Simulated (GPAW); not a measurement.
# PbS (Galena) (Fm-3m) in GPAW: notebook, part 2 of 2

GPAW 26.7.0. The steps go on from the part before.

**3. Single point, PBE**

File run.py:

```python
import spglib
from ase import Atoms
from ase.dft.bandgap import bandgap
from ase.io import read, write
from ase.units import GPa
from gpaw import GPAW, PW

atoms = read('PbS.cif')
cell, positions, numbers = spglib.find_primitive(
    (atoms.cell[:], atoms.get_scaled_positions(), atoms.numbers), symprec=1e-4)
atoms = Atoms(numbers, cell=cell, scaled_positions=positions, pbc=True)

calc = GPAW(mode=PW(600),
            xc='PBE',
            kpts={'size': (3, 3, 3), 'gamma': True},
            occupations={'name': 'fermi-dirac', 'width': 0.05},
            nbands=19,
            convergence={'density': 1e-05, 'energy': 1e-05},
            maxiter=75,
            txt='gpaw.txt')
atoms.calc = calc
energy = atoms.get_potential_energy()
forces = atoms.get_forces()
stress = atoms.get_stress()
calc.write('gs.gpw')
write('result.traj', atoms)
print(f'Energy: {energy:.6f} eV')
print('Forces (eV/A):')
print(forces.round(4))
print('Stress (GPa):', (stress / GPa).round(3))
print('Fermi level:', round(calc.get_fermi_level(), 4), 'eV')
print(f'Gap: {bandgap(calc)[0]:.4f} eV, direct: {bandgap(calc, direct=True)[0]:.4f} eV')
```

File PbS.cif:

```cif
data_PbS
_cell_length_a 5.93150000
_cell_length_b 5.93150000
_cell_length_c 5.93150000
_cell_angle_alpha 90.00000000
_cell_angle_beta 90.00000000
_cell_angle_gamma 90.00000000
_space_group_name_H-M_alt 'Fm-3m'
_space_group_name_Hall '-F 4 2 3'
_space_group_IT_number 225
loop_
_space_group_symop_operation_xyz
'x,y,z'
'-x,-y,-z'
'-y,x,z'
'y,-x,-z'
'-x,-y,z'
'x,y,-z'
'y,-x,z'
'-y,x,-z'
'x,-y,-z'
'-x,y,z'
'-y,-x,-z'
'y,x,z'
'-x,y,-z'
'x,-y,z'
'y,x,-z'
'-y,-x,z'
'z,x,y'
'-z,-x,-y'
'z,-y,x'
'-z,y,-x'
'z,-x,-y'
'-z,x,y'
'z,y,-x'
'-z,-y,x'
'-z,x,-y'
'z,-x,y'
'-z,-y,-x'
'z,y,x'
'-z,-x,y'
'z,x,-y'
'-z,y,x'
'z,-y,-x'
'y,z,x'
'-y,-z,-x'
'x,z,-y'
'-x,-z,y'
'-y,z,-x'
'y,-z,x'
'-x,z,y'
'x,-z,-y'
'-y,-z,x'
'y,z,-x'
'-x,-z,-y'
'x,z,y'
'y,-z,-x'
'-y,z,x'
'x,-z,y'
'-x,z,-y'
'x,y+1/2,z+1/2'
'-x,-y+1/2,-z+1/2'
'-y,x+1/2,z+1/2'
'y,-x+1/2,-z+1/2'
[... 63 lines left out ...]
'-z+1/2,y,-x+1/2'
'z+1/2,-x,-y+1/2'
'-z+1/2,x,y+1/2'
'z+1/2,y,-x+1/2'
'-z+1/2,-y,x+1/2'
'-z+1/2,x,-y+1/2'
'z+1/2,-x,y+1/2'
'-z+1/2,-y,-x+1/2'
'z+1/2,y,x+1/2'
'-z+1/2,-x,y+1/2'
'z+1/2,x,-y+1/2'
'-z+1/2,y,x+1/2'
'z+1/2,-y,-x+1/2'
'y+1/2,z,x+1/2'
'-y+1/2,-z,-x+1/2'
'x+1/2,z,-y+1/2'
'-x+1/2,-z,y+1/2'
'-y+1/2,z,-x+1/2'
'y+1/2,-z,x+1/2'
'-x+1/2,z,y+1/2'
'x+1/2,-z,-y+1/2'
'-y+1/2,-z,x+1/2'
'y+1/2,z,-x+1/2'
'-x+1/2,-z,-y+1/2'
'x+1/2,z,y+1/2'
'y+1/2,-z,-x+1/2'
'-y+1/2,z,x+1/2'
'x+1/2,-z,y+1/2'
'-x+1/2,z,-y+1/2'
'x+1/2,y+1/2,z'
'-x+1/2,-y+1/2,-z'
'-y+1/2,x+1/2,z'
'y+1/2,-x+1/2,-z'
'-x+1/2,-y+1/2,z'
'x+1/2,y+1/2,-z'
'y+1/2,-x+1/2,z'
'-y+1/2,x+1/2,-z'
'x+1/2,-y+1/2,-z'
'-x+1/2,y+1/2,z'
'-y+1/2,-x+1/2,-z'
'y+1/2,x+1/2,z'
'-x+1/2,y+1/2,-z'
'x+1/2,-y+1/2,z'
'y+1/2,x+1/2,-z'
'-y+1/2,-x+1/2,z'
'z+1/2,x+1/2,y'
'-z+1/2,-x+1/2,-y'
'z+1/2,-y+1/2,x'
'-z+1/2,y+1/2,-x'
'z+1/2,-x+1/2,-y'
'-z+1/2,x+1/2,y'
'z+1/2,y+1/2,-x'
'-z+1/2,-y+1/2,x'
'-z+1/2,x+1/2,-y'
'z+1/2,-x+1/2,y'
'-z+1/2,-y+1/2,-x'
'z+1/2,y+1/2,x'
'-z+1/2,-x+1/2,y'
'z+1/2,x+1/2,-y'
'-z+1/2,y+1/2,x'
'z+1/2,-y+1/2,-x'
'y+1/2,z+1/2,x'
'-y+1/2,-z+1/2,-x'
'x+1/2,z+1/2,-y'
'-x+1/2,-z+1/2,y'
'-y+1/2,z+1/2,-x'
'y+1/2,-z+1/2,x'
'-x+1/2,z+1/2,y'
'x+1/2,-z+1/2,-y'
'-y+1/2,-z+1/2,x'
'y+1/2,z+1/2,-x'
'-x+1/2,-z+1/2,-y'
'x+1/2,z+1/2,y'
'y+1/2,-z+1/2,-x'
'-y+1/2,z+1/2,x'
'x+1/2,-z+1/2,y'
'-x+1/2,z+1/2,-y'
loop_
_atom_site_label
_atom_site_type_symbol
_atom_site_symmetry_multiplicity
_atom_site_Wyckoff_symbol
_atom_site_fract_x
_atom_site_fract_y
_atom_site_fract_z
_atom_site_occupancy
Pb1 Pb 4 a 0.0000000000 0.0000000000 0.0000000000 1
S1 S 4 b 0.5000000000 0.0000000000 0.0000000000 1
```

Potentials or basis: GPAW PAW data sets (gpaw-data 1.2.1), pw.

Launch:

```
OMP_NUM_THREADS=1 python run.py
```

gpaw.txt:

```text
__  _  _
 | _ |_)|_||  |
 |__||  | ||/\| - 26.7.0

Input parameters:
  mode=PW(ecut=600.0),
  convergence={'density': 1e-05, 'energy': 1e-05},
  kpts=MonkhorstPack(size=(3, 3, 3), gamma=True),
  maxiter=75,
  nbands=19,
  occupations=Occupations(name='fermi-dirac', width=0.05),
  xc=XC(name='PBE')

Diagonalizing LCAO Hamiltonian
Converting LCAO to pw mode

                S

       Pb

Atoms  # Å, Bohr magnetons
|   | symbol |        x |        y |        z |    initial magnetic moments |
|---|--------|----------|----------|----------|-----------------------------|
| 0 |     Pb | 0.000000 | 0.000000 | 0.000000 | ( 0.0000,  0.0000,  0.0000) |
| 1 |      S | 2.965750 | 2.965750 | 2.965750 | ( 0.0000,  0.0000,  0.0000) |

Unit cell  # Å
| periodic |        x |        y |        z |  lengths |    angles |
|----------|----------|----------|----------|----------|-----------|
|      yes | 0.000000 | 2.965750 | 2.965750 | 4.194204 | 60.000000 |
|      yes | 2.965750 | 0.000000 | 2.965750 | 4.194204 | 60.000000 |
|      yes | 2.965750 | 2.965750 | 0.000000 | 4.194204 | 60.000000 |

Number of symmetries: 48
Symmetry operations  # r_c * U_cc + t_c -> r_c
|    | kind |            matrix            |
|----|------|------------------------------|
|  0 |  σ   |  1, 0, 0,  1, 0,-1,  1,-1, 0 |
|  1 |  C2  |  1, 0, 0,  1,-1, 0,  1, 0,-1 |
|  2 |  E   |  1, 0, 0,  0, 1, 0,  0, 0, 1 |
|  3 |  σ   |  1, 0, 0,  0, 0, 1,  0, 1, 0 |
|  4 |  C4  |  1, 0,-1,  1, 0, 0,  1,-1, 0 |
|  5 |  S6  |  1, 0,-1,  1,-1, 0,  1, 0, 0 |
|  6 |  σ   |  1, 0,-1,  0, 1,-1,  0, 0,-1 |
|  7 |  C3  |  1, 0,-1,  0, 0,-1,  0, 1,-1 |
|  8 |  S6  |  1,-1, 0,  1, 0, 0,  1, 0,-1 |
|  9 |  C4  |  1,-1, 0,  1, 0,-1,  1, 0, 0 |
| 10 |  C3  |  1,-1, 0,  0,-1, 1,  0,-1, 0 |
| 11 |  σ   |  1,-1, 0,  0,-1, 0,  0,-1, 1 |
| 12 |  σ   |  0, 1, 0,  1, 0, 0,  0, 0, 1 |
| 13 |  C4  |  0, 1, 0,  0, 1,-1, -1, 1, 0 |
| 14 |  C3  |  0, 1, 0,  0, 0, 1,  1, 0, 0 |
| 15 |  S6  |  0, 1, 0, -1, 1, 0,  0, 1,-1 |
| 16 |  C2  |  0, 1,-1,  1, 0,-1,  0, 0,-1 |
| 17 |  σ   |  0, 1,-1,  0, 1, 0, -1, 1, 0 |
| 18 |  S4  |  0, 1,-1,  0, 0,-1,  1, 0,-1 |
| 19 |  C4  |  0, 1,-1, -1, 1, 0,  0, 1, 0 |
| 20 |  C3  |  0, 0, 1,  1, 0, 0,  0, 1, 0 |
| 21 |  σ   |  0, 0, 1,  0, 1, 0,  1, 0, 0 |
| 22 |  S6  |  0, 0, 1,  0,-1, 1, -1, 0, 1 |
| 23 |  C4  |  0, 0, 1, -1, 0, 1,  0,-1, 1 |
| 24 |  S4  |  0, 0,-1,  1, 0,-1,  0, 1,-1 |
| 25 |  C3  |  0, 0,-1,  0, 1,-1,  1, 0,-1 |
| 26 |  C2  |  0, 0,-1,  0,-1, 0, -1, 0, 0 |
| 27 |  S6  |  0, 0,-1, -1, 0, 0,  0,-1, 0 |
| 28 |  S4  |  0,-1, 1,  1,-1, 0,  0,-1, 0 |
| 29 |  C4  |  0,-1, 1,  0, 0, 1, -1, 0, 1 |
| 30 |  C2  |  0,-1, 1,  0,-1, 0,  1,-1, 0 |
| 31 |  σ   |  0,-1, 1, -1, 0, 1,  0, 0, 1 |
| 32 |  C3  |  0,-1, 0,  1,-1, 0,  0,-1, 1 |
| 33 |  S6  |  0,-1, 0,  0, 0,-1, -1, 0, 0 |
| 34 |  S4  |  0,-1, 0,  0,-1, 1,  1,-1, 0 |
| 35 |  C2  |  0,-1, 0, -1, 0, 0,  0, 0,-1 |
| 36 |  C2  | -1, 1, 0,  0, 1, 0,  0, 1,-1 |
| 37 |  S6  | -1, 1, 0,  0, 1,-1,  0, 1, 0 |
| 38 |  S4  | -1, 1, 0, -1, 0, 1, -1, 0, 0 |
| 39 |  C3  | -1, 1, 0, -1, 0, 0, -1, 0, 1 |
| 40 |  S6  | -1, 0, 1,  0, 0, 1,  0,-1, 1 |
| 41 |  C2  | -1, 0, 1,  0,-1, 1,  0, 0, 1 |
| 42 |  C3  | -1, 0, 1, -1, 1, 0, -1, 0, 0 |
| 43 |  S4  | -1, 0, 1, -1, 0, 0, -1, 1, 0 |
| 44 |  C2  | -1, 0, 0,  0, 0,-1,  0,-1, 0 |
| 45 |  i   | -1, 0, 0,  0,-1, 0,  0, 0,-1 |
| 46 |  σ   | -1, 0, 0, -1, 1, 0, -1, 0, 1 |
| 47 |  C2  | -1, 0, 0, -1, 0, 1, -1, 1, 0 |

BZ-sampling:
  Number of BZ points: 27
  Number of IBZ points: 4

  Monkhorst-Pack size: [3, 3, 3]
  Monkhorst-Pack shift: [0, 0, 0]

K-points  # in reciprocal-cell coordinates
|   |                                coordinates |     weight |
|---|--------------------------------------------|------------|
| 0 | (  0.00000000,   0.00000000,   0.00000000) | 0.03703704 |
| 1 | (  0.33333333,   0.33333333,  -0.33333333) | 0.44444444 |
| 2 | (  0.33333333,   0.33333333,   0.00000000) | 0.22222222 |
| 3 | (  0.33333333,   0.33333333,   0.33333333) | 0.29629630 |

Plane wave coefficients: 1807
Cutoff: 600.0 eV

Spin-components: 1 (collinear spins)
Bands:           19
Projectors:      11
Spin-degeneracy: 2
Datatype:        complex128

Parallelization:
  kpt:    1
  domain: 1
  band:   1

Density:
  Valence electrons: 20.0
  Components: 1
  Grid points: [24 24 24]
  Charge: 0.0  # |e|

Potential:
  Grid points: [24 24 24]

species:
  Pb:
    name:    Lead
    Z:       82.0
    valence: 14
    core:    68
    charge:  0.0  # [|e|]
    compensation charges:
      type: gauss
      rc: 0.38  # [Å]
      lmax: 2
    cutoffs:
      filter: 2.36  # [Å]
      core: 2.43  # [Å]
    projectors
    | kind |    occ | energy [eV] | rcut [Å] |
    |------|--------|-------------|----------|
    |   6s |  2.000 |     -11.969 |    1.259 |
    |   6p |  2.000 |      -3.506 |    1.275 |
    |   5d | 10.000 |     -21.211 |    1.217 |
    |    s |        |      15.243 |    1.259 |
    |    p |        |      23.705 |    1.275 |
    |    d |        |       6.001 |    1.217 |

    Using partial waves for Pb as LCAO basis

  S:
    name:    Sulfur
    Z:       16.0
    valence: 6
    core:    10
    charge:  0.0  # [|e|]
    compensation charges:
      type: gauss
      rc: 0.24  # [Å]
      lmax: 2
    cutoffs:
      filter: 1.77  # [Å]
      core: 1.66  # [Å]
    projectors
    | kind |    occ | energy [eV] | rcut [Å] |
    |------|--------|-------------|----------|
    |   3s |  2.000 |     -17.254 |    0.974 |
    |   3p |  4.000 |      -7.008 |    0.979 |
    |    s |        |       9.957 |    0.974 |
    |    p |        |      20.203 |    0.979 |
    |    d |        |       0.000 |    0.900 |

    Using partial waves for S as LCAO basis

Reference energy: -578132.083262  # eV

eigensolver:
  PPCG
  Converge bands: occupied
  niter=2

density mixing:
  MSR1-Mixer
  Pratt-step length: 0.05
  Maximum mixing coefficient: 0.75
  Old densities: 10
  SVD Regularization: 0.005
  Good broyden scale: 1.0
  Trust region scale: 1.0
  Backstep threshold: 4.0
  History deletion threshold: 6.0
  Fourier metric: weight=20.0, sigma=0.015

occupation numbers:
  Fermi-Dirac:
    width: 0.0500  # eV

poisson solver:
  ecut: 4800.0  # eV

xc functional:
  name: PBE with 2 nearest neighbor stencil

convergence criteria:
- Maximum integral of absolute [dens]ity change: 1e-05 electrons / valence electron
- Maximum [total energy] change in last 3 cyles: 1e-05 eV / valence electron
- Maximum integral of absolute [eigenst]ate change: 4e-08 eV^2 / valence electron
maximum number of iterations: 75

SCF iterations
|iter     | |      energy | eigst |  dens |
|---------|-|-------------|-------|-------|
|iter:   1| |   -9.502503 | -0.16 |       |
|iter:   2| |   -9.400211 | -1.92 | -1.17 |
|iter:   3| |   -9.090631 | -1.82 | -1.22 |
|iter:   4| |   -9.091976 | -3.69 | -1.83 |
|iter:   5| |   -9.092906 | -4.22 | -2.18 |
|iter:   6| |   -9.092945 | -5.48 | -3.16 |
|iter:   7| |   -9.092950c| -6.47 | -3.64 |
|iter:   8| |   -9.092950c| -7.64c| -4.46 |
|iter:   9| |   -9.092950c| -7.73c| -5.13c|

Converged in 9 steps
Energy contributions relative to reference atoms: (reference = -578132.083262)

Energy contributions:
  Kinetic:          16.994728
  Coulomb:         -17.700240
  Zero:              0.053222
  External:          0.000000
  Xc:               -8.440660
  Entropy:          -0.000000
  Spinorbit:         0.000000
  ----------------------------
  Free energy:      -9.092950
  Extrapolated:     -9.092950

dipole moment: (-25.031334, -25.031334, -25.031334)  # |e|*Ang

Fermi level: 6.572
Eigenvalues  # (at kpt = [0.000, 0.000, 0.000])
| band index |      eig [eV] | occ [0-2] |
|------------|---------------|-----------|
|          0 |       -10.611 |     2.000 |
|        ... |               |           |
|          2 |       -10.611 |     2.000 |
|          3 |       -10.603 |     2.000 |
|          4 |       -10.603 |     2.000 |
|          5 |        -7.398 |     2.000 |
|          6 |         0.229 |     2.000 |
|          7 |         4.011 |     2.000 |
[... 9 lines left out ...]
|         17 |        15.255 |     0.000 |
|         18 |        15.265 |     0.000 |

Gap: 2.200 eV
Transition (v -> c):
  (s=0, k=3, n=9, [0.33, 0.33, 0.33]) -> (s=0, k=3, n=10, [0.33, 0.33, 0.33])
No difference between direct/indirect transitions

Forces  # eV/Ang
|       x |        y |        z |
|---------|----------|----------|
| 0.00000 |  0.00000 |  0.00000 |  # Pb   0
| 0.00000 | -0.00000 | -0.00000 |  # S    1

Stress tensor  # eV/Ang^3
|         x |         y |         z |
|-----------|-----------|-----------|
| -0.005584 | -0.000000 | -0.000000 |
| -0.000000 | -0.005584 |  0.000000 |
| -0.000000 |  0.000000 | -0.005584 |

# Writing to gs.gpw (mode='')
```

Wall time 6.1 s (1 thread of Intel Xeon Platinum 8488C (Sapphire Rapids), shared host); peak memory 0.15 GiB.

These settings aren't checked as converged: the numbers below hold their error.

What came out:

| Property | Result |
| --- | --- |
| Free energy | -9.0930 eV |
| Pressure | 0.9 GPa |

Caveat: the k mesh is coarse (spacing up to 0.61 Å⁻¹), so the values aren't converged; this odd mesh misses L, where the gap lies, so gap, dielectric constants and Born charges aren't listed.

**4. Single point, PBE**

File run.py:

```python
from ase.dft.bandgap import bandgap
from ase.io import read, write
from ase.units import GPa
from gpaw import GPAW, PW

atoms = read('PbS.xyz')

calc = GPAW(mode=PW(600),
            xc='PBE',
            kpts={'size': (12, 12, 12), 'gamma': True},
            occupations={'name': 'fermi-dirac', 'width': 0.05},
            nbands=19,
            convergence={'density': 1e-05, 'energy': 1e-05},
            maxiter=100,
            txt='gpaw.txt')
atoms.calc = calc
energy = atoms.get_potential_energy()
forces = atoms.get_forces()
stress = atoms.get_stress()
calc.write('gs.gpw')
write('result.traj', atoms)
print(f'Energy: {energy:.6f} eV')
print('Forces (eV/A):')
print(forces.round(4))
print('Stress (GPa):', (stress / GPa).round(3))
print('Fermi level:', round(calc.get_fermi_level(), 4), 'eV')
print(f'Gap: {bandgap(calc)[0]:.4f} eV, direct: {bandgap(calc, direct=True)[0]:.4f} eV')
```

File PbS.xyz:

```xyz
2
Lattice="0.0000000000 2.9657500000 2.9657500000 2.9657500000 0.0000000000 2.9657500000 2.9657500000 2.9657500000 0.0000000000" Properties=species:S:1:pos:R:3 pbc="T T T"
Pb     0.0000000000      0.0000000000      0.0000000000
S      2.9657500000      2.9657500000      2.9657500000
```

Potentials or basis: GPAW PAW data sets (gpaw-data 1.2.1), pw.

Launch:

```
OMP_NUM_THREADS=1 python run.py
```

gpaw.txt:

```text
__  _  _
 | _ |_)|_||  |
 |__||  | ||/\| - 26.7.0

Input parameters:
  mode=PW(ecut=600.0),
  convergence={'density': 1e-05, 'energy': 1e-05},
  kpts=MonkhorstPack(size=(12, 12, 12), gamma=True),
  maxiter=100,
  nbands=19,
  occupations=Occupations(name='fermi-dirac', width=0.05),
  xc=XC(name='PBE')

Diagonalizing LCAO Hamiltonian
Converting LCAO to pw mode

                S

       Pb

Atoms  # Å, Bohr magnetons
|   | symbol |        x |        y |        z |    initial magnetic moments |
|---|--------|----------|----------|----------|-----------------------------|
| 0 |     Pb | 0.000000 | 0.000000 | 0.000000 | ( 0.0000,  0.0000,  0.0000) |
| 1 |      S | 2.965750 | 2.965750 | 2.965750 | ( 0.0000,  0.0000,  0.0000) |

Unit cell  # Å
| periodic |        x |        y |        z |  lengths |    angles |
|----------|----------|----------|----------|----------|-----------|
|      yes | 0.000000 | 2.965750 | 2.965750 | 4.194204 | 60.000000 |
|      yes | 2.965750 | 0.000000 | 2.965750 | 4.194204 | 60.000000 |
|      yes | 2.965750 | 2.965750 | 0.000000 | 4.194204 | 60.000000 |

[... 202 lines left out ...]
  Coulomb:         -18.996324
  Zero:              0.045872
  External:          0.000000
  Xc:               -8.651198
  Entropy:          -0.000085
  Spinorbit:         0.000000
  ----------------------------
  Free energy:      -8.971788
  Extrapolated:     -8.971745

dipole moment: (-25.074999, -25.074999, -25.074999)  # |e|*Ang

Fermi level: 6.427
Eigenvalues  # (at kpt = [-0.000, -0.000, -0.000])
| band index |      eig [eV] | occ [0-2] |
|------------|---------------|-----------|
|          0 |       -10.581 |     2.000 |
|        ... |               |           |
|          2 |       -10.581 |     2.000 |
|          3 |       -10.571 |     2.000 |
|          4 |       -10.571 |     2.000 |
|          5 |        -7.358 |     2.000 |
|          6 |         0.259 |     2.000 |
|          7 |         4.052 |     2.000 |
[... 9 lines left out ...]
|         17 |        15.284 |     0.000 |
|         18 |        15.294 |     0.000 |

Gap: 0.308 eV
Transition (v -> c):
  (s=0, k=71, n=9, [0.50, 0.50, 0.50]) -> (s=0, k=71, n=10, [0.50, 0.50, 0.50])
No difference between direct/indirect transitions

Forces  # eV/Ang
|       x |        y |        z |
|---------|----------|----------|
| 0.00000 | -0.00000 | -0.00000 |  # Pb   0
| 0.00000 |  0.00000 | -0.00000 |  # S    1

Stress tensor  # eV/Ang^3
|         x |         y |         z |
|-----------|-----------|-----------|
| -0.012494 |  0.000000 |  0.000000 |
|  0.000000 | -0.012494 |  0.000000 |
|  0.000000 |  0.000000 | -0.012494 |

# Writing to gs.gpw (mode='')
```

stdout:

```text
Energy: -8.971745 eV
Forces (eV/A):
[[ 0. -0. -0.]
 [ 0.  0. -0.]]
Stress (GPa): [-2.002 -2.002 -2.002  0.     0.     0.   ]
Fermi level: 6.4267 eV
Gap: 0.3078 eV, direct: 0.3078 eV
```

Wall time 29 s (1 thread of Intel Xeon Platinum 8488C (Sapphire Rapids), shared host); peak memory 0.21 GiB.

Results:

```
Free energy            : -8.9718 eV
Pressure               : 2.0 GPa
Band gap on the k mesh : 0.31 eV, direct
```

Caveat: spin-orbit coupling is left out, which as a rule narrows the gap of such compounds by several tenths of an eV. A k mesh can miss the band edges.

**5. Relaxation of cell and atoms, PBEsol**

File run.py:

```python
from ase import Atoms
from ase.filters import FrechetCellFilter
from ase.io import write
from ase.optimize import BFGS
from gpaw import GPAW, PW, setup_paths

setup_paths.insert(0, '.')

atoms = Atoms(['Pb', 'S'],
              cell=[[0.0, 2.96575, 2.96575],
                    [2.96575, 0.0, 2.96575],
                    [2.96575, 2.96575, 0.0]],
              scaled_positions=[[0.0, 0.0, 0.0],
                                [0.5, 0.5, 0.5]],
              pbc=True)

calc = GPAW(mode=PW(600),
            xc='PBEsol',
            kpts={'size': (8, 8, 8), 'gamma': True},
            occupations={'name': 'fermi-dirac', 'width': 0.05},
            nbands=19,
            convergence={'density': 1e-05, 'forces': 0.0001},
            maxiter=150,
            txt='gpaw.txt')
atoms.calc = calc
opt = BFGS(FrechetCellFilter(atoms), trajectory='relax.traj', logfile='-')
done = opt.run(fmax=0.02, steps=60)
calc.write('gs.gpw')
write('result.traj', atoms)
print('Converged:', done)
print('Cell:', atoms.cell.cellpar().round(4))
print('Volume:', round(atoms.get_volume(), 4))
print(atoms.get_scaled_positions().round(5))
```

Potentials or basis: PAW data sets generated in the run's folder for this functional, pw.

Launch:

```
gpaw-setup -f PBEsol Pb S
OMP_NUM_THREADS=1 python run.py
```

It took 61 s on 1 thread of Arm Neoverse V1, shared host; peak memory 0.22 GiB.

It converged, with:

* Free energy: -9.6749 eV
* Relaxed volume: 25.58 Å³/atom
* Relaxed cell: a = 4.167 Å, b = 4.167 Å, c = 4.167 Å, α = 60.00°, β = 60.00°, γ = 60.00°
* Space group after relaxing (to 0.05 Å): Fm-3m (No. 225)
* Energy gained by relaxing: 1.6 meV/atom
* Ionic steps: 3
* Pressure after relaxing: 0.0 GPa
* Band gap on the k mesh: 0.12 eV, direct

The path:
```tsv
step	energy change (eV)	largest force (eV/Å)	pressure (GPa)	volume (Å³)
1	0.0000	0.0000	-1.10	52.17
2	-0.0012	0.0000	-0.89	51.97
3	-0.0031	0.0000	0.02	51.15
```

Final structure:
```
Pb S
1.0
     0.00000    2.94636    2.94636
     2.94636    0.00000    2.94636
     2.94636    2.94636    0.00000
Pb S
1 1
Direct
  0.00000 0.00000 0.00000
  0.50000 0.50000 0.50000
```

Levels at points of the mesh, in eV from the valence-band top:
```tsv
k point	band 8	band 9	band 10	band 11	band 12	band 13
(0.00, 0.00, 0.00)	-2.34	-2.34	-2.34	5.13	5.13	5.13
(0.50, 0.50, 0.00)	-5.50	-3.67	-3.67	3.56	5.51	5.63
(0.50, 0.50, 0.50)	-1.92	-1.92	0.00	0.12	1.76	1.76
```

Caveat: later steps reuse the first step's grids; spin-orbit coupling is left out, which as a rule narrows the gap of such compounds by several tenths of an eV. A k mesh can miss the band edges.
